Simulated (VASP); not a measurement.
A run of VASP 6.6.1 is set up as follows.

The input INCAR:

```
ALGO = Normal
EDIFF = 1E-6
EDIFFG = -0.01
ENCUT = 600
GGA = BF
IBRION = 2
ISIF = 3
ISMEAR = -1
LASPH = True
LCHARG = False
LREAL = False
LUSE_VDW = True
LWAVE = False
NELM = 80
NSW = 60
PREC = Accurate
SIGMA = 0.05
ZAB_VDW = -1.8867
```

KPOINTS

```
k-points
0
Gamma
  8 8 8
```

Contents of POSCAR:

```
PbS
1.0
    0.0000000000      2.9657500000      2.9657500000
    2.9657500000      0.0000000000      2.9657500000
    2.9657500000      2.9657500000      0.0000000000
Pb S
1 1
Direct
    0.0000000000      0.0000000000      0.0000000000
    0.5000000000      0.5000000000      0.5000000000
```

Potentials or basis: VASP PAW PBE potentials, release 64 (Pb_d, S).

Launch:

```sh
$ cat potpaw_PBE.64/Pb_d/POTCAR potpaw_PBE.64/S/POTCAR > POTCAR
$ mpirun -np 1 vasp_std > vasp.out
```

**Question.** Predict the relaxed volume.

**Answer.** 27.75 Å³/atom.

**Question.** Predict the relaxed cell.

**Answer.** a = 4.282 Å, b = 4.282 Å, c = 4.282 Å, α = 60.00°, β = 60.00°, γ = 60.00°.

The path:
| step | energy change (eV) | largest force (eV/Å) | pressure (GPa) | volume (Å³) |
| --- | --- | --- | --- | --- |
| 1 | 0.0000 | 0.0000 | 3.60 | 52.17 |
| 2 | -0.0315 | 0.0000 | -1.05 | 56.72 |
| 3 | -0.0356 | 0.0000 | 0.01 | 55.51 |

Caveat: the PAW data sets were made with another functional, which shifts forces and pressure a little. Zero-point motion and thermal expansion aren't in these numbers.
